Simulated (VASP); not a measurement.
# Mn in VASP: convergence with k mesh

Aim: find how far k mesh must go before the results for Mn settle, at PBEsol. This setting moves, with any that are tied to it; all else stays.

Program: VASP 6.6.1. These are calculated values, not measurements. Logs are shortened: lines on timing, memory, paths and dates and some standing lists are left out, and cuts for length are marked.

## (1) The structure

The cell holds a slab with vacuum, 5 atoms: a = 2.732 Å, b = 2.732 Å, c = 23.921 Å, α = 90.00°, β = 90.00°, γ = 120.00°.

The slab is cut from a database's or a generator's crystal, which needn't be the stable form of the element.

## (2) With k mesh 3 × 3 × 1

INCAR reads:

```
SYSTEM = Mn
  PREC = Accurate
  ENCUT = 520
  EDIFF = 1E-6
  ISMEAR = 0
  SIGMA = 0.02
  LREAL = .False.
  LASPH = .True.
  NELM = 150
  ALGO = Normal
  ISIF = 2
  LWAVE = .False.
  LCHARG = .False.
  ISPIN = 2
  MAGMOM = 4 4 4 4 4
  LORBIT = 11
  LMAXMIX = 4
  GGA = PS
  NBANDS = 44
```

KPOINTS reads:

```
regular mesh
0
Gamma
  3 3 1
  0 0 0
```

POSCAR reads:

```
Mn
1.0
    2.7315534957      0.0000000000      0.0000000000
   -1.3657767479      2.3655947191      0.0000000000
    0.0000000000      0.0000000000     23.9212163595
Mn
5
Direct
    0.6666666667      0.3333333333      0.3135292072
    0.3333333333      0.6666666667      0.4067646036
    0.0000000000      0.0000000000      0.5000000000
    0.6666666667      0.3333333333      0.5932353964
    0.3333333333      0.6666666667      0.6864707928
```

Potentials or basis: VASP PAW PBE potentials, release 64 (Mn_pv).

Started as:

```bash
$ cat potpaw_PBE.64/Mn_pv/POTCAR > POTCAR
$ mpirun -np 1 vasp_std > vasp.out
```

OUTCAR:

```text
SYSTEM = Mn
   PREC = Accurate
   ENCUT = 520
   EDIFF = 1E-6
   ISMEAR = 0
   LREAL = .False.
   LASPH = .True.
   NELM = 150
   ISIF = 2
   ISPIN = 2
   LORBIT = 11
   GGA = PS

 Found      3 irreducible k-points:

 Following reciprocal coordinates:
            Coordinates               Weight
  0.000000  0.000000  0.000000      1.000000
  0.333333 -0.000000  0.000000      6.000000
  0.333333  0.333333  0.000000      2.000000
   k-points           NKPTS =      3   k-points in BZ     NKDIM =      3   number of bands    NBANDS=     44
   number of dos      NEDOS =    301   number of ions     NIONS =      5
   total plane-waves  NPLWV =  72000
   dimension x,y,z NGX =    20 NGY =   20 NGZ =  180
   dimension x,y,z NGXF=    40 NGYF=   40 NGZF=  360
   ions per type =               5
   NGX,Y,Z   is equivalent  to a cutoff of  12.17, 12.17, 12.51 a.u.
   NGXF,Y,Z  is equivalent  to a cutoff of  24.34, 24.34, 25.02 a.u.
 SYSTEM =  Mn
   PREC   = accura    normal or accurate (medium, high low for compatibility)
   ISTART =      0    job   : 0-new  1-cont  2-samecut
   ICHARG =      2    charge: 1-file 2-atom 10-const
   ISPIN  =      2    spin polarized calculation?
   LNONCOLLINEAR =      F non collinear calculations
   LSORBIT =      F    spin-orbit coupling
   LASPH  =      T    aspherical Exc in radial PAW
   ENCUT  =  520.0 eV  38.22 Ry    6.18 a.u.   5.08  5.08 44.48*2*pi/ulx,y,z
   NELM   =    150;   NELMIN=  2; NELMDL= -5     # of ELM steps
   EDIFF  = 0.1E-05   stopping-criterion for ELM
   LREAL  =      F    real-space projection
   EDIFFG = 0.1E-04   stopping-criterion for IOM
   NSW    =      0    number of steps for IOM
   IBRION =     -1    ionic relax: 0-MD 1-quasi-New 2-CG
   NFREE  =      0    steps in history (QN), initial steepest desc. (CG)
   ISIF   =      2    stress and relaxation
   ISYM   =      2    0-nonsym 1-usesym 2-fastsym
   POTIM  = 0.5000    time-step for ionic-motion
   TEBEG  =    0.0;   TEEND  =   0.0 temperature during run
   PSTRESS=    0.0 pullay stress
   NELECT =      65.0000    total number of electrons
   NUPDOWN=      -1.0000    fix difference up-down
   EMIN   =  10.00;   EMAX   =-10.00  energy-range for DOS
   EFERMI =   0.00;   METHOD = LEGACY
   ISMEAR =     0;   SIGMA  =   0.02  broadening in eV -4-tet -1-fermi 0-gaus
   EFERMI_NEDOS =   21; number of points for ismear=-14 and -15
   IALGO  =     38    algorithm
   IMIX   =      4    mixing-type and parameters
     AMIX     =   0.40;   BMIX     =  1.00
     AMIX_MAG =   1.60;   BMIX_MAG =  1.00
  volume/ion in A,a.u.               =      30.91       208.62
  Fermi-wavevector in a.u.,A,eV,Ry     =   1.226502  2.317752 20.467334  1.504307
  Thomas-Fermi vector in A             =   2.361500
   LORBIT       =     11    0 simple, 1 ext, 2 COOP (PROOUT), +10 PAW based schemes
   GGA     = PS    functional components
   LHFCALC =     F    Hartree Fock is set to
   AEXX    =    0.0000 exact exchange contribution
   IVDW    =     0    specifies the selected vdW correction
   LEPSILON=     F    determine dielectric tensor
   LRPA    =     F    only Hartree local field effects (RPA)
 spin polarized calculation
 Gauss-broadening in eV      SIGMA  =   0.02
  energy-cutoff  :      520.00
  volume of cell :      154.57
 maximum number of plane-waves:      4179
   NGX = 11   NGY = 11   NGZ = 89

 number of electron      64.9999985 magnetization      19.2223265

 Free energy of the ion-electron system (eV)
  ---------------------------------------------------
  ext. energy  EPLUGINS =         0.00000000
  ---------------------------------------------------
  free energy    TOTEN  =       -43.22585007 eV

  energy without entropy =      -43.22208880  energy(sigma->0) =      -43.22396944

 E-fermi :   1.1091     XC(G=0):  -6.4882

 val. band max:        1.1090807727   @ k =   0.3333  -0.0000   0.0000
 cond. band min:       1.2443554390   @ k =   0.3333  -0.0000   0.0000
 fundamental gap:      0.1352746662
 Fermi energy:         1.1090807727

 spin component 1

 k-point     1 :       0.0000    0.0000    0.0000
  band No.  band energies     occupation
      1     -48.1483      1.00000
      2     -48.1476      1.00000
      3     -47.9438      1.00000
      4     -47.9438      1.00000
      5     -47.9438      1.00000
      6     -47.9438      1.00000
[... 36 lines left out ...]
     43       0.7015      1.00000
     44       0.7015      1.00000

 k-point     2 :       0.3333   -0.0000    0.0000
  band No.  band energies     occupation
      1     -48.1223      1.00000
      2     -48.1222      1.00000
      3     -48.1072      1.00000
      4     -48.1071      1.00000
      5     -47.9833      1.00000
      6     -47.9833      1.00000
[... 36 lines left out ...]
     43       1.1091      0.50000
     44       2.1527      0.00000

 k-point     3 :       0.3333    0.3333    0.0000
  band No.  band energies     occupation
      1     -48.1090      1.00000
      2     -48.1090      1.00000
      3     -48.0973      1.00000
      4     -48.0973      1.00000
      5     -48.0946      1.00000
      6     -48.0946      1.00000
[... 36 lines left out ...]
     43       5.4517      0.00000
     44       5.5630      0.00000
 Fermi energy:         1.1090807727

 spin component 2

 k-point     1 :       0.0000    0.0000    0.0000
  band No.  band energies     occupation
      1     -44.4577      1.00000
      2     -44.2426      1.00000
      3     -44.2113      1.00000
      4     -44.1123      1.00000
      5     -44.1123      1.00000
      6     -44.0800      1.00000
[... 36 lines left out ...]
     43       4.1441      0.00000
     44       4.1441      0.00000

 k-point     2 :       0.3333   -0.0000    0.0000
  band No.  band energies     occupation
      1     -44.4104      1.00000
      2     -44.3130      1.00000
      3     -44.2012      1.00000
      4     -44.1879      1.00000
      5     -44.1574      1.00000
      6     -44.1550      1.00000
[... 36 lines left out ...]
     43       4.4436      0.00000
     44       4.9156      0.00000

 k-point     3 :       0.3333    0.3333    0.0000
  band No.  band energies     occupation
      1     -44.3857      1.00000
      2     -44.2962      1.00000
      3     -44.2962      1.00000
      4     -44.1735      1.00000
      5     -44.1735      1.00000
      6     -44.1441      1.00000
[... 36 lines left out ...]
     43       7.7296      0.00000
     44       7.8298      0.00000

------------------------ aborting loop because EDIFF is reached ----------------------------------------

  FORCE on cell =-STRESS in cart. coord.  units (eV):
  Direction    XX          YY          ZZ          XY          YZ          ZX
  --------------------------------------------------------------------------------------
  -------------------------------------------------------------------------------------
  Total       -0.1999683     -0.1999683     -4.0747894      0.0000000     -0.0000000      0.0000000
  in kB       -2.0727097     -2.0727097    -42.2359663      0.0000000     -0.0000000      0.0000000
  external PRESSURE =     -15.4604619 kB  Pullay stress =       0.0000000 kB

 VOLUME and BASIS-vectors are now :
 -----------------------------------------------------------------------------
  energy-cutoff  :      520.00
  volume of cell :      154.57
      direct lattice vectors                 reciprocal lattice vectors
     2.731553496  0.000000000  0.000000000     0.366092043  0.211363340  0.000000000
    -1.365776748  2.365594719  0.000000000     0.000000000  0.422726679  0.000000000
     0.000000000  0.000000000 23.921216360     0.000000000  0.000000000  0.041803894

 POSITION                                       TOTAL-FORCE (eV/Angst)
 -----------------------------------------------------------------------------------
      1.36578      0.78853      7.50000        -0.000000     -0.000000      0.484565
     -0.00000      1.57706      9.73030         0.000000      0.000000     -0.057349
      0.00000      0.00000     11.96061        -0.000000      0.000000      0.000000
      1.36578      0.78853     14.19091         0.000000     -0.000000      0.057349
     -0.00000      1.57706     16.42122        -0.000000      0.000000     -0.484565
 -----------------------------------------------------------------------------------
    total drift:                                0.000000     -0.000000     -0.000000

  FREE ENERGIE OF THE ION-ELECTRON SYSTEM (eV)
  ---------------------------------------------------
  free  energy   TOTEN  =       -43.2258500675 eV

  energy  without entropy=      -43.2220888036  energy(sigma->0) =      -43.22396944

 total charge

# of ion       s       p       d       tot
------------------------------------------
    1        0.360   6.200   4.966  11.526
    2        0.341   6.242   5.008  11.591
    3        0.356   6.241   4.991  11.588
    4        0.341   6.242   5.008  11.591
    5        0.360   6.200   4.966  11.526
--------------------------------------------------
tot          1.758  31.125  24.940  57.823

 magnetization (x)

# of ion       s       p       d       tot
------------------------------------------
    1        0.023   0.084   3.745   3.852
    2       -0.004   0.048   3.281   3.325
    3        0.004   0.066   3.311   3.381
    4       -0.004   0.048   3.281   3.325
    5        0.023   0.084   3.745   3.852
--------------------------------------------------
tot          0.043   0.330  17.362  17.735
```

stdout:

```text
POSCAR found type information on POSCAR Mn
 POSCAR found :  1 types and       5 ions
 scaLAPACK will be used
 -----------------------------------------------------------------------------
|                                                                             |
[... 28 lines left out ...]
|     molecular-dynamics runs (even for insulators or semiconductors),        |
|     since the presence of unoccupied bands improves wavefunction            |
|     prediction and helps to suppress 'band-crossings'.                      |
|                                                                             |
 -----------------------------------------------------------------------------
```

Wall time 3.3 min (1 thread of Intel Xeon Platinum 8259CL at 2.50GHz (Skylake/Cascade Lake), shared host); peak memory 0.31 GiB.

What came out:

- Free energy: -43.2259 eV
- Largest force: 0.485 eV/Å
- Net moment: 19.22 μB per cell
- Site moments: Mn +3.85, +3.33, +3.38 μB
- Valence electrons inside the program's atomic spheres: Mn 11.53, 11.59

## (3) With k mesh 4 × 4 × 1

INCAR is that of step 2.

KPOINTS reads:

```
regular mesh
0
Gamma
  4 4 1
  0 0 0
```

POSCAR is that of step 2.

Potentials or basis: VASP PAW PBE potentials, release 64 (Mn_pv).

Started as:

```bash
$ cat potpaw_PBE.64/Mn_pv/POTCAR > POTCAR
$ mpirun -np 1 vasp_std > vasp.out
```

Wall time 5.3 min (1 thread of Intel Xeon Platinum 8259CL at 2.50GHz (Skylake/Cascade Lake), shared host); peak memory 0.33 GiB.

What came out:

* Free energy: -43.3074 eV
* Largest force: 0.662 eV/Å
* Net moment: 15.87 μB per cell
* Site moments: Mn +3.58, +2.73, +2.50 μB
* Valence electrons inside the program's atomic spheres: Mn 11.53, 11.57, 11.56

## (4) With k mesh 5 × 5 × 1

INCAR is that of step 3.

KPOINTS reads:

```
regular mesh
0
Gamma
  5 5 1
  0 0 0
```

POSCAR is that of step 3.

Started as:

```bash
$ cat potpaw_PBE.64/Mn_pv/POTCAR > POTCAR
$ mpirun -np 1 vasp_std > vasp.out
```

Run time: 15 min. Hardware: 1 thread of Intel Xeon Platinum 8259CL at 2.50GHz (Skylake/Cascade Lake), shared host.

The calculation hadn't finished when its time ran out.

## (5) With k mesh 6 × 6 × 1

INCAR is that of step 4.

KPOINTS reads:

```
regular mesh
0
Gamma
  6 6 1
  0 0 0
```

POSCAR is that of step 4.

Started as:

```bash
$ cat potpaw_PBE.64/Mn_pv/POTCAR > POTCAR
$ mpirun -np 1 vasp_std > vasp.out
```

Run time: 6.7 min. Hardware: 1 thread of Intel Xeon Platinum 8259CL at 2.50GHz (Skylake/Cascade Lake), shared host; peak memory 0.34 GiB.

What came out:

| Item | Value |
| --- | --- |
| Free energy | -43.3504 eV |
| Largest force | 0.450 eV/Å |
| Net moment | 17.39 μB per cell |
| Site moments | Mn +3.66, +3.07, +2.95 μB |
| Valence electrons inside the program's atomic spheres | Mn 11.53, 11.58, 11.57 |

## (6) With k mesh 8 × 8 × 1

INCAR is that of step 5.

KPOINTS reads:

```
regular mesh
0
Gamma
  8 8 1
  0 0 0
```

POSCAR is that of step 5.

Potentials or basis: VASP PAW PBE potentials, release 64 (Mn_pv).

Started as:

```bash
$ cat potpaw_PBE.64/Mn_pv/POTCAR > POTCAR
$ mpirun -np 1 vasp_std > vasp.out
```

Wall time 15 min (1 thread of Intel Xeon Platinum 8259CL at 2.50GHz (Skylake/Cascade Lake), shared host).

The run was cut off at its time limit.

## (7) The series at a glance

```
   k mesh  energy less the tightest run, at zero smearing (meV/atom)  largest force (eV/Å)  largest site moment (μB)  SCF cycles  CPU time (s)  peak memory (GiB)
3 × 3 × 1                                                      25.24                 0.485                      3.85          32           200               0.31
4 × 4 × 1                                                       8.60                 0.662                      3.58          58           320               0.33
5 × 5 × 1                                      timed out after 920 s                     -                         -           -             -                  -
6 × 6 × 1                                                       0.00                 0.450                      3.66          46           400               0.34
8 × 8 × 1                                      timed out after 910 s                     -                         -           -             -                  -
```

Not settled before the last step: the energy (to 1 meV/atom), the largest force (to 0.005 eV/Å), the largest site moment (to 0.02 μB). Meshes of other sizes hit other points, so gaps and Fermi surfaces needn't settle smoothly. The tightest run that finished is the yardstick and may itself not be fully converged.

Caveats: all runs use coarse meshes; the bands computed are all filled at some k points, so no gap is given; the PAW data sets were made with another functional, which shifts forces and pressure a little.
